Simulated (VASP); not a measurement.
Crystal: Al.

```
CELL_PARAMETERS angstrom
0.00000 2.02481 2.02481
2.02481 0.00000 2.02481
2.02481 2.02481 0.00000
ATOMIC_POSITIONS crystal
Al 0.00000 0.00000 0.00000
```

Base run:

| Quantity | Value |
| --- | --- |
| Program | VASP 6.6.1 |
| Functional | AM05 |
| Potentials or basis | VASP PAW PBE potentials, release 64 (Al) |
| Cutoff | 520 eV |
| k mesh | 11 × 11 × 11 |
| Occupations | fermi-dirac, width 0.05 eV |
| Spin | no spin polarisation |

Its results: pressure -2.4 GPa.

Q: After a change of settings the same cell gave: pressure 3.1 GPa. Which change was it?
A. functional from AM05 to PBEsol
B. functional from AM05 to LDA; potentials or basis from VASP PAW PBE potentials, release 64 (Al) to VASP PAW LDA potentials, release 64 (Al)
C. functional from AM05 to PW91
D. functional from AM05 to BLYP

A: D.

BLYP binds less tightly than AM05, so the same cell stands under more pressure.

Caveats: the PAW data sets were made with another functional, which shifts forces and pressure a little.
